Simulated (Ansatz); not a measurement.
Yb

```
CELL_PARAMETERS angstrom
-2.15148 2.15148 2.15148
2.15148 -2.15148 2.15148
2.15148 2.15148 -2.15148
ATOMIC_POSITIONS crystal
Yb 0.00000 0.00000 0.00000
```

Structure from Materials Project entry mp-71 (possibly hypothetical), not relaxed further.

Semilocal functionals without a Hubbard term describe localised f shells poorly; where the shell is localised, the real material differs.

Spin–orbit coupling is left out, though it moves levels of the heavy atoms by tenths of an eV or more.

Method: DFT, PBEsol, all-electron LAPW, scalar-relativistic (Ansatz 0.2.0).

Numerical set-up: a Γ-centred 12×12×12 k mesh, Fermi–Dirac smearing of 0.05 eV, basis error target 1 meV/atom, no spin polarisation.

```yaml
Density_of_states_at_the_Fermi_level_0.2_eV_bin: 0.64 states/eV per cell
Volume_per_atom: 39.84 Å³
```

(1) Pressure at this cell: what does the calculation give?

(2) Predict this quantity. Band gap.

Results:

(1) -33.9 kbar.

(2) none: bands cross the Fermi level, a metal.
